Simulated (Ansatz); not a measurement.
**Ti (P6_3/mmc), generalised stacking fault**

All numbers below come from DFT PBE, scalar-relativistic, plane waves, PAW in Ansatz. Cutoff 420 eV, Γ-centred 23×23×5 k-points, Gaussian smearing of 0.15 eV. No spin polarisation. Energies are free energies at this smearing, counted from the undisturbed cell; pressure is positive in compression.

The starting cell (relaxed at this level; with this scan's settings it stands at 0.1 GPa):

```
Ti
1.0
    -2.93846    0.00000    0.00000
    -1.46923   -2.54478    0.00000
     0.00000    0.00000   13.95190
Ti
6
Direct
  0.33333 0.33333 0.74998
  0.33333 0.33333 0.08332
  0.33333 0.33333 0.41665
  0.66667 0.66667 0.91665
  0.66667 0.66667 0.24998
  0.66667 0.66667 0.58332
```

The cut lies on the cell's a–b face, a (0 0 1) plane (indices in the standard cell, whose axes needn't be the Cartesian ones shown) of area 7.48 Å², between layers 2.33 Å apart. Vector c is tilted by f times 1·a + 0·b (length 2.938 Å) with the atoms' Cartesian places fixed: one unrelaxed fault a cell. The cell is metallic on the mesh throughout.

| f | γ (mJ/m²) | shear traction, the slope of γ along the slip (GPa) |
| --- | --- | --- |
| 0.0000 | 0 | 0.0 |
| 0.1000 | ? | ? |
| 0.2000 | 246 | 7.0 |
| 0.3000 | 444 | 5.9 |
| 0.4000 | 584 | 3.6 |
| 0.5000 | 639 | 0.0 |

By symmetry 0.6000 repeats 0.4000, 0.8000 repeats 0.2000 in energy; the slope of the energy along the path changes sign there.

Give the withheld values.

γ (mJ/m²) at f = 0.1000: 69; shear traction, the slope of γ along the slip (GPa) at f = 0.1000: 4.5.

Cost: 6 runs of about 17 core-minutes in all, on Intel Xeon 6975P-C (Granite Rapids) (shared hosts).